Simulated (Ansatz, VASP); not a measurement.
**One calculation of Ni, two programs**

```xyz
1
Lattice="2.3699 0.0000 0.0000 -1.1850 2.0524 0.0000 0.0000 0.0000 2.2144" Properties=species:S:1:pos:R:3 pbc="T T T"
Ni    0.0000    0.0000    0.0000
```

Alike in both runs: task single point; functional r2SCAN; k mesh 9 × 9 × 8; occupations gaussian, width 0.1 eV; collinear spin.

```csv
,VASP,Ansatz
version,VASP 6.6.1,Ansatz 0.2.0
potentials or method,"VASP PAW PBE potentials, release 64 (Ni)","scalar-relativistic, plane waves, PAW"
plane-wave cutoff (eV),520,500
valence electrons in the cell,10,18
```

```tsv
	VASP	Ansatz	Ansatz less VASP
gap on the k mesh at the Fermi level (eV)	none	none	-
pressure (GPa)	12.7	12.6	-0.04
largest component of the traceless stress (GPa)	13.50	14.03	+0.536
net moment per atom (μB)	0.69	0.72	+0.029
size of the moment on the site where the two differ most (μB)	0.70	0.77	+0.069
```

Site moments also hang on the region over which each program counts them. A gap of «none» marks a metal or a gap that the smearing closes. The functional is the same, so the differences come from potentials, cutoffs and numerics. The two sets of potentials don't hold the same shells in valence. Ansatz warned: «stability_check_not_made».

Caveats: the PAW data sets were made with another functional, which shifts forces and pressure a little (VASP).
